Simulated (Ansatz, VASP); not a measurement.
**One calculation of GaAs, two programs**

INCAR

```
PREC = Accurate
ENCUT = 520
EDIFF = 1E-6
ISMEAR = 0
SIGMA = 0.05
LREAL = False
LASPH = True
NELM = 80
ALGO = Normal
ISIF = 2
LWAVE = False
LCHARG = False
GGA = RE
IVDW = 13
NBANDS = 16
```

The input KPOINTS:

```
regular mesh
0
Gamma
  8 8 8
```

POSCAR

```
GaAs
1.0
    0.0000000000      2.8184768948      2.8184768948
    2.8184768948      0.0000000000      2.8184768948
    2.8184768948      2.8184768948      0.0000000000
Ga As
1 1
Direct
    0.0000000000      0.0000000000      0.0000000000
    0.7500000000      0.7500000000      0.7500000000
```

Input for Ansatz:

```yaml
crystal:
  lattice:
    - [0.0, 2.8184768948, 2.8184768948]
    - [2.8184768948, 0.0, 2.8184768948]
    - [2.8184768948, 2.8184768948, 0.0]
  atoms:
    - { symbol: Ga, position: [0.0, 0.0, 0.0] }
    - { symbol: As, position: [0.75, 0.75, 0.75] }
basis:
  ecutwfc: 420
  ecutrho_ratio: 4
kpoints:
  mp_grid: { grid: [8, 8, 8] }
hamiltonian:
  xc: revpbe
  dispersion: d4
scf:
  occupations: { method: gaussian, width: 0.05 }
output:
  forces: true
  stress: true
  eigenvalues: true
```

Alike in both runs: task single point; functional revPBE; dispersion D4; k mesh 8 × 8 × 8; occupations gaussian, width 0.05 eV; no spin polarisation.

|  | VASP | Ansatz |
| --- | --- | --- |
| version | VASP 6.6.1 | Ansatz 0.2.0 |
| potentials or method | VASP PAW PBE potentials, release 64 (Ga_d, As) | scalar-relativistic, plane waves, PAW |
| plane-wave cutoff (eV) | 520 | 420 |
| valence electrons in the cell | 18 | 28 |

Ansatz gave:

| Quantity | Value |
| --- | --- |
| gap on the k mesh at the Fermi level (eV) | 0.67 |
| least direct gap on the mesh (eV) | 0.67 |
| pressure (GPa) | 0.0 |
| dispersion energy (meV/atom) | -697.7 |

Task: What did VASP give for the same quantities?

Result: gap on the k mesh at the Fermi level (eV): 0.68; least direct gap on the mesh (eV): 0.68; pressure (GPa): 0.1; dispersion energy (meV/atom): -697.6.

The two sets of potentials don't hold the same shells in valence.

Caveats: the PAW data sets were made with another functional, which shifts forces and pressure a little (VASP). A k mesh can miss the band edges.
